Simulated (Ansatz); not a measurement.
How methods differ on CHF3 (trifluoromethane)

The species is CHF3 (5 atoms), meant as a singlet with charge 0. SMILES: `FC(F)F`. The shape is that of a GFN2-xTB optimisation.

Each level gives the electronic atomisation energy (eV). The values are calculated. Electronic energies at fixed atoms, without zero-point motion or spin-orbit coupling.

```json
{"level": "HF/STO-3G", "kind": "Hartree–Fock", "program": "Ansatz", "value (eV)": "12.74", "less FCI/STO-3G": "-2.83", "CPU time (all runs)": "0.18 s"}
{"level": "revPBE/STO-3G", "kind": "GGA", "program": "Ansatz", "value (eV)": "20.48", "less FCI/STO-3G": "+4.91", "CPU time (all runs)": "2.2 s"}
{"level": "B3LYP/STO-3G", "kind": "global hybrid", "program": "Ansatz", "value (eV)": "19.91", "less FCI/STO-3G": "+4.34", "CPU time (all runs)": "1.7 s"}
{"level": "BHLYP/STO-3G", "kind": "global hybrid", "program": "Ansatz", "value (eV)": "18.25", "less FCI/STO-3G": "+2.68", "CPU time (all runs)": "1.6 s"}
{"level": "HSE06/STO-3G", "kind": "range-separated hybrid", "program": "Ansatz", "value (eV)": "20.05", "less FCI/STO-3G": "+4.48", "CPU time (all runs)": "2.1 s"}
{"level": "wB97M-V/STO-3G", "kind": "range-separated hybrid", "program": "Ansatz", "value (eV)": "20.50", "less FCI/STO-3G": "+4.93", "CPU time (all runs)": "22 s"}
{"level": "RPA@PBE/STO-3G", "kind": "RPA", "program": "Ansatz", "value (eV)": "13.47", "less FCI/STO-3G": "-2.10", "CPU time (all runs)": "2.8 s"}
{"level": "CCSDT(Q)/STO-3G", "kind": "coupled cluster or CI", "program": "Ansatz", "value (eV)": "15.57", "less FCI/STO-3G": "0.00", "CPU time (all runs)": "1.2 s"}
{"level": "FCI/STO-3G", "kind": "exact in the basis", "program": "Ansatz", "value (eV)": "15.57", "less FCI/STO-3G": "0.00", "CPU time (all runs)": "25 s"}
```

FCI/STO-3G is exact within its basis and frozen core, so for wave-function methods in that basis the difference is their error; functionals converge differently with the basis, so for them it is only a difference. The values span 12.74 to 20.50 eV. All rows use very small basis sets, so none should be taken for the real molecule's value. In so small a basis fixed costs decide the times, and correlated methods can beat functionals. Times are those of the runs behind each value, whatever else they computed, on shared processors of several kinds: orders of magnitude only.
